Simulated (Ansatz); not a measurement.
# Nb₂H₃: from a trial structure to a relaxed crystal

Method: DFT PBE, scalar-relativistic, plane waves, PAW (Ansatz 0.2.0). Cutoff 420 eV, Γ-centred k mesh, Gaussian smearing, no spin polarisation in the final step.

Nb₂H₃ was placed on the A-type sesquioxide structure type (P-3m1, No. 164), with Nb in place of La, H in place of O, at a guessed volume.

```yaml
crystal:
  lattice:
    - [3.30916, 0.00000, 0.00000]
    - [-1.65458, 2.86582, 0.00000]
    - [0.00000, 0.00000, 5.14852]
  atoms:
    - { symbol: Nb, position: [0.33333, 0.66667, 0.24500] }
    - { symbol: Nb, position: [0.66667, 0.33333, 0.75500] }
    - { symbol: H, position: [0.00000, 0.00000, 0.00000] }
    - { symbol: H, position: [0.33333, 0.66667, 0.64500] }
    - { symbol: H, position: [0.66667, 0.33333, 0.35500] }
```

Cell and atoms relax at zero pressure; the relaxation can't lower the symmetry of the start. After a coarse first stage the cell is made exact in the group found at 0.06 Å.

Formation energies are uncorrected and refer to the elements' standard structures at the same level (H₂ as a molecule).

(1) What does it relax into?

(2) What are its volume, energy, density and gap?

## Answers

(1) It keeps P-3m1 (No. 164). The result has the A-type sesquioxide structure. Conventional cell: a = 3.091 Å, c = 5.322 Å. Nb has 4 H at 1.96–2.00 Å and 3 H at 2.18 Å; H on Wyckoff site a (1 atom of the primitive cell) is coordinated by 6 Nb at 2.18 Å; H on Wyckoff site d (2 atoms of the primitive cell) has 4 Nb at 1.96–2.00 Å and 3 H at 2.14 Å.

```xyz
5
Lattice="3.0911 0.0000 0.0000 -1.5456 2.6770 0.0000 0.0000 0.0000 5.3220" Properties=species:S:1:pos:R:3 pbc="T T T"
Nb    0.0000    1.7847    1.2526
Nb    1.5456    0.8923    4.0695
H     0.0000    0.0000    0.0000
H     0.0000    1.7847    3.2518
H     1.5456    0.8923    2.0703
```

(2) The volume per atom is 8.81 Å³, the density is 7.12 g/cm³ and the energy over the elements is -0.18 eV/atom. The gap on the 12×12×8 mesh is 0 eV (a metal).

The final run used a 12×12×8 mesh on its 5-atom cell and 0.10 eV smearing. For metals, differences of a few meV/atom aren't resolved. Symmetry constrained the relaxation, so the result can be a saddle point.

Cost: 5 runs of about 1.6 core-minutes in all, on Intel Xeon 6975P-C (Granite Rapids) (shared hosts).